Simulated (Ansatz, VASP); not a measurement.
**HfN in VASP and in Ansatz**

```
CELL_PARAMETERS angstrom
0.00000 2.25848 2.25848
2.25848 0.00000 2.25848
2.25848 2.25848 0.00000
ATOMIC_POSITIONS crystal
Hf 0.00000 0.00000 0.00000
N 0.50000 0.50000 0.50000
```

Alike in both runs: functional r2SCAN; dispersion D4; k mesh 10 × 10 × 10; occupations fermi-dirac, width 0.1 eV; no spin polarisation.

Ansatz relaxed the structure, and its values are those at the end. VASP's run is a single point on that final structure, the one shown.

|  | VASP | Ansatz |
| --- | --- | --- |
| version | VASP 6.6.1 | Ansatz 0.2.0 |
| potentials or method | VASP PAW PBE potentials, release 64 (Hf_pv, N) | plane waves, PAW |
| plane-wave cutoff (eV) | 520 | 500 |
| valence electrons in the cell | 15 | 31 |

|  | VASP | Ansatz | Ansatz less VASP |
| --- | --- | --- | --- |
| pressure (GPa) | -2.7 | 0.0 | +2.67 |
| dispersion energy (meV/atom) | -103.6 | -103.7 | -0.11 |

The two sets of potentials don't hold the same shells in valence.

Caveats: the PAW data sets were made with another functional, which shifts forces and pressure a little (VASP); pairwise dispersion overbinds metals, which lowers pressure and volume. Spin-orbit coupling is left out, which matters for the levels of Hf.
